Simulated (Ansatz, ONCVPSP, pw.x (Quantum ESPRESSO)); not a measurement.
**tungsten (W): does the ONCV potential hold in the solid?**

ONCVPSP 4.0.1.1 (patched build) input, shortened (lines: element, Z, core and valence counts, functional; n l f; lmax; l rc ep ncon nbas qcut; lloc lpopt rc5 dvloc0; l nproj debl; icmod fcfact rcfact), PBE, scalar-relativistic:

```
  W 74.00   10    4        4      upf
    1    0    2.00
    2    0    2.00
    2    1    6.00
    3    0    2.00
    3    1    6.00
    3    2   10.00
    4    0    2.00
    4    1    6.00
    4    2   10.00
    4    3   14.00
    5    0    2.00
    5    1    6.00
    5    2    4.00
    6    0    2.00
    2
    0    1.35    0.00    4    9    7.60
    1    1.85    0.00    4    8    8.00
    2    2.20    0.00    4    8    8.30
    4    3    1.00    4.00
    0    2    3.40
    1    3    1.60
    2    2    3.00
    1    0.40    0.00
```

Crystal test: bcc W in pw.x 7.5, no spin, 14³ k-points, Fermi–Dirac smearing 0.01 Ry, cutoffs 85/340 Ry. The reference is all-electron LAPW (Ansatz 0.2.0) with the same functional, mesh and smearing; V0 and B0 come from Birch–Murnaghan fits to the pressures at five volumes. Errors are pseudo minus all-electron; Δ is the rms difference of the E(V) curves that follow from these fits, minima aligned, over ±6 % about the mean V0. Mesh and smearing are coarse, so the numbers serve the comparison and aren't converged zero-temperature values; the lattice is a test structure that the element need not adopt.

All-electron: a0 = 3.184 Å (V0 = 16.15 Å³/atom), B0 = 300.6 GPa.

**Question.** How far does the potential miss the all-electron equation of state?

**Answer.** mean pressure error (GPa): -3.68; a0 (Å): 3.171; a0 error (%): -0.41; B0 error (%): +0.2; Δ (meV/atom): 13.1.

```csv
V (Å³/atom),P all-electron (GPa),P pseudo (GPa)
15.323,17.51,13.06
15.727,8.35,4.32
16.130,0.30,-3.34
16.533,-6.79,-10.08
16.936,-13.02,-16.01
```

**Question.** At the middle volume, how do free energy and pressure move when the wave cutoff is lowered (ecutrho kept at four times it)?

**Answer.**

| cutoff (Ry) | shift of F (meV/atom) | shift of P (GPa) |
| --- | --- | --- |
| 38 | +1059.4 | -49.56 |
| 51 | +46.4 | -4.92 |
| 68 | +2.3 | +0.01 |

Input at the middle volume:

```
&control
  calculation='scf', prefix='x', pseudo_dir='./', outdir='./tmp', tstress=.true., disk_io='none'
/
&system
  ibrav=0, nat=1, ntyp=1, ecutwfc=85, ecutrho=340, nbnd=15,
  occupations='smearing', smearing='fd', degauss=0.01
/
&electrons
  conv_thr=1e-09, mixing_beta=0.4, electron_maxstep=70
/
ATOMIC_SPECIES
W 1.0 W.UPF
CELL_PARAMETERS angstrom
  -1.59168867 1.59168867 1.59168867
  1.59168867 -1.59168867 1.59168867
  1.59168867 1.59168867 -1.59168867
ATOMIC_POSITIONS crystal
W 0.0000 0.0000 0.0000
K_POINTS automatic
14 14 14 0 0 0
```

```bash
pw.x < W.scf.in > W.scf.out
```

Lines of the output:

```
Message from routine setup:
     using ibrav=0 with symmetry is DISCOURAGED, use correct ibrav instead
     lattice parameter (alat)  =       5.2098  a.u.
     unit-cell volume          =     108.8506 (a.u.)^3
     number of electrons       =        14.00
     number of Kohn-Sham states=           15
     kinetic-energy cutoff     =      85.0000  Ry
     charge density cutoff     =     340.0000  Ry
     scf convergence threshold =      1.0E-09
     Exchange-correlation= PBE
     number of k points=   104  Fermi-Dirac smearing, width (Ry)=  0.0100
     iteration #  1     ecut=    85.00 Ry     beta= 0.40
     total energy              =    -163.08992771 Ry
     estimated scf accuracy    <       0.04070768 Ry
     iteration #  2     ecut=    85.00 Ry     beta= 0.40
     total energy              =    -163.09076087 Ry
     estimated scf accuracy    <       0.00629533 Ry
     iteration #  3     ecut=    85.00 Ry     beta= 0.40
     total energy              =    -163.09152341 Ry
     estimated scf accuracy    <       0.00041456 Ry
     iteration #  4     ecut=    85.00 Ry     beta= 0.40
     total energy              =    -163.09154537 Ry
     estimated scf accuracy    <       0.00000551 Ry
     iteration #  5     ecut=    85.00 Ry     beta= 0.40
     total energy              =    -163.09154737 Ry
     estimated scf accuracy    <       0.00000026 Ry
     iteration #  6     ecut=    85.00 Ry     beta= 0.40
     total energy              =    -163.09154741 Ry
     estimated scf accuracy    <       0.00000001 Ry
     iteration #  7     ecut=    85.00 Ry     beta= 0.40
     total energy              =    -163.09154741 Ry
     estimated scf accuracy    <          2.7E-09 Ry
     iteration #  8     ecut=    85.00 Ry     beta= 0.40
     the Fermi energy is    22.0524 ev
!    total energy              =    -163.09154741 Ry
     estimated scf accuracy    <          1.1E-11 Ry
     smearing contrib. (-TS)   =      -0.00245692 Ry
     The total energy is F=E-TS. E is the sum of the following terms:
     one-electron contribution =     -15.85798903 Ry
     hartree contribution      =      16.39812849 Ry
     xc contribution           =     -45.05808888 Ry
     ewald contribution        =    -118.57114108 Ry
     convergence has been achieved in   8 iterations
          total   stress  (Ry/bohr**3)                   (kbar)     P=      -33.40
     Message from routine punch:
     Nothing written, as per user request (disk_io='none')
```

The run at the middle volume (104 k-points, 8 iterations) took about 38 s on one core of a shared host (Neoverse-N1, 64 threads, 124 GiB, load 52).
